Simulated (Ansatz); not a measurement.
# CdF2: band gap under strain

Aim: follow the gap of CdF2 built on the fluorite prototype through these states: +2.5 % strain along x alone; +3.0 % shear in the xy plane; -1.0 % strain along z alone. The table at the end shows which levels were run.

The runs shown are made with Ansatz 0.2.0. PAW datasets, plane waves. The values are computed, spin-unpolarised, and not measurements.

## Step 1: The structure to begin with

The unstrained cell was relaxed with r2SCAN; in each strained cell the atoms were relaxed again with r2SCAN. Names of k-points are those of the unstrained zone, where strain can split equivalent points. First state: +2.5 % strain along x alone.

The symmetry is I4/mmm (No. 139, tetragonal); a = 3.810 Å, c = 5.523 Å in the conventional setting, 13.36 Å³ an atom. Cd has 8 F at 2.35 Å; F has 4 Cd at 2.35 Å and 4 F at 2.69 Å.

Coordinates:

```cif
data_structure
_symmetry_space_group_name_H-M 'I4/mmm'
_symmetry_Int_Tables_number 139
_cell_length_a 3.8101
_cell_length_b 3.8101
_cell_length_c 5.5231
_cell_angle_alpha 90.000
_cell_angle_beta 90.000
_cell_angle_gamma 90.000
_cell_volume 80.18
loop_
_atom_site_label
_atom_site_type_symbol
_atom_site_symmetry_multiplicity
_atom_site_Wyckoff_symbol
_atom_site_fract_x
_atom_site_fract_y
_atom_site_fract_z
_atom_site_occupancy
Cd1 Cd 2 a 0.00000 0.00000 0.00000 1
F1 F 4 d 0.00000 0.50000 0.25000 1
```

From earlier runs on the unstrained cell: PBE 3.10 eV, r2SCAN 3.79 eV, HSE06 5.21 eV; a = 5.388 Å.

## Step 2: +2.5 % strain along x alone: PBE

The input, input.yaml:

```yaml
crystal:
  lattice:
    - [0.0, 2.6941776783, 2.6941776783]
    - [2.7615321202, 0.0, 2.6941776783]
    - [2.7615321202, 2.6941776783, 0.0]
  atoms:
    - { symbol: Cd, position: [0.0, 0.0, 0.0] }
    - { symbol: F, position: [0.25, 0.25, 0.25] }
    - { symbol: F, position: [0.75, 0.75, 0.75] }
kpoints:
  mp_grid: { grid: [8, 8, 8] }
  band_path:
    path:
      - [0.0, 0.0, 0.0]
      - [0.5, 0.0, 0.5]
      - [0.625, 0.25, 0.625]
      - [0.375, 0.375, 0.75]
      - [0.5, 0.5, 0.5]
      - [0.5, 0.25, 0.75]
    npoints: 1
hamiltonian:
  xc: pbe
scf:
  occupations: { method: fermi_dirac, width: 0.02 }
  n_extra_bands: 4
output:
  forces: true
  stress: true
  eigenvalues: true
  write_density: true
  write_potential: true
  elf: true
  volumetric_format: npy
```

Command:

```bash
ansatz run input.yaml --threads 2 --pin off --max-ram 2211MiB --backend cpu --events-out ev --progress --plain --runs-dir out
```

The runs that follow: +2.5 % strain along x alone: r2SCAN; +2.5 % strain along x alone: HSE06; +3.0 % shear in the xy plane: PBE; +3.0 % shear in the xy plane: r2SCAN; +3.0 % shear in the xy plane: HSE06; -1.0 % strain along z alone: PBE; -1.0 % strain along z alone: r2SCAN; -1.0 % strain along z alone: HSE06.

Q: Predict the outcome of this session.

The runs gave:

Least gap in eV (negative: overlap), with the change from the unstrained cell in brackets:

```
                       state  volume change (%)           PBE        r2SCAN         HSE06
 +2.5 % strain along x alone               +2.5  2.98 (-0.12)  3.67 (-0.12)  5.08 (-0.13)
+3.0 % shear in the xy plane               -0.0  3.10 (+0.00)  3.79 (+0.00)  5.21 (+0.00)
 -1.0 % strain along z alone               -1.0  3.13 (+0.03)  3.82 (+0.03)  5.24 (+0.03)
```

In words: With HSE06, of the states in the table +2.5 % strain along x alone shifts the gap most, by -0.127 eV. PBE and HSE06 differ by 2.11 eV on the unstrained gap, and by at most 0.01 eV on its change.
